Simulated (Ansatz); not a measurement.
The system is CuO.

```
Cu O
1.0
     1.99097   -2.15355    0.00000
     1.99097    2.15355    0.00000
     0.00000    0.00000    5.15593
Cu O
2 2
Direct
  0.50000 0.00000 0.00000
  0.00000 0.50000 0.50000
  0.50000 0.50000 0.25000
  0.50000 0.50000 0.75000
```

Measurements of this composition are mostly on another form, of space group No. 15.

```yaml
Program: Ansatz 0.2.0
Task: relaxation of cell and atoms
Functional: PBEsol
Dispersion: D3(BJ)
Potentials_or_basis: Ansatz PAW
Cutoff: "420 eV (not typed: the program's choice for these potentials)"
k_mesh: 9 × 9 × 5
Occupations: fermi-dirac, width 0.05 eV
Spin: no spin polarisation
```

At the start: volume 11.05 Å³/atom.

**Question.** Where does the relaxation end?

**Answer.** It ends after 11 steps and the volume is 10.43 Å³/atom (-5.6 %); space group P4_2/mmc (No. 131, to 0.05 Å).

Step by step:
```tsv
step	energy change (eV)	largest force (eV/Å)	volume (Å³)
1	0.0000	0.0000	44.21
2	-0.0613	0.0000	42.92
3	-0.0862	0.0000	41.60
4	-0.0869	0.0000	41.67
5	-0.0870	0.0000	41.80
6	-0.0870	0.0000	41.79
7	-0.0799	0.0000	41.79
8	-0.0805	0.0000	41.72
9	-0.0802	0.0000	41.72
10	-0.0802	0.0000	41.72
11	-0.0803	0.0000	41.72
```

Final structure:
```
CELL_PARAMETERS angstrom
2.01797 -2.03313 0.00000
2.01797 2.03313 0.00000
0.00000 0.00000 5.08454
ATOMIC_POSITIONS crystal
Cu 0.50000 0.00000 0.00000
Cu 0.00000 0.50000 0.50000
O 0.50000 0.50000 0.25000
O 0.50000 0.50000 0.75000
```

Caveat: the plane-wave basis is chosen anew once the cell has moved, so the energies of steps on either side of that aren't comparable; the pressure holds a Pulay correction of +0.7 GPa for the finite cutoff; the run has no spin polarisation, though such a crystal can be magnetic; pairwise dispersion overbinds metals, which lowers pressure and volume; the PAW data sets come from PBE, with cores solved anew for the run's functional, which leaves a small shift of forces and pressure.
